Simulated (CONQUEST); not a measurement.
The system is CdSe.

```
CELL_PARAMETERS angstrom
4.34202 0.00000 0.00000
0.00000 4.34202 0.00000
0.00000 0.00000 6.14054
ATOMIC_POSITIONS crystal
Cd 0.00488 0.99091 0.00135
Cd 0.50488 0.49091 0.50135
Se 0.49479 0.00804 0.25857
Se 0.99479 0.50804 0.75857
```

The cell comes from a database or a generator and needn't be the stable form of this composition.

The cell isn't the ideal one: atoms moved at random, drawn with an rms of 0.05 Å.

Base run:

| Property | Result |
| --- | --- |
| Program | CONQUEST 1.3 |
| Functional | PBE |
| Potentials or basis | PseudoDojo NC PBE, DZP, multi-site functions of range 6.5 bohr, grid cutoff 120 Ha |
| k mesh | 6 × 6 × 5 |
| Occupations | fermi-dirac, width 0.05 eV |
| Spin | no spin polarisation |

Its results: band gap on the k mesh 0.79 eV; pressure 2.5 GPa; largest force 0.562 eV/Å.

Problem. After a change of settings the same cell gave: band gap on the k mesh 0.66 eV; pressure 2.3 GPa; largest force 0.565 eV/Å. Which change was it?
A. potentials or basis from PseudoDojo NC PBE, DZP, multi-site functions of range 6.5 bohr, grid cutoff 120 Ha to PseudoDojo NC PBE, DZP, multi-site functions of range 3 bohr, grid cutoff 120 Ha
B. potentials or basis from PseudoDojo NC PBE, DZP, multi-site functions of range 6.5 bohr, grid cutoff 120 Ha to PseudoDojo NC PBE, DZP, grid cutoff 120 Ha
C. potentials or basis from PseudoDojo NC PBE, DZP, multi-site functions of range 6.5 bohr, grid cutoff 120 Ha to PseudoDojo NC PBE, DZP, multi-site functions of range 5 bohr, grid cutoff 120 Ha
D. potentials or basis from PseudoDojo NC PBE, DZP, multi-site functions of range 6.5 bohr, grid cutoff 120 Ha to PseudoDojo NC PBE, DZ, grid cutoff 120 Ha

Solution. B.

Caveats: the box holds several primitive cells, so bands are folded and the points are those of the box's own zone; the basis of atomic orbitals isn't converged, which shifts pressures, moduli and gaps; multi-site functions contract the basis, which raises the energy a little and makes forces and stress less exact (some runs).
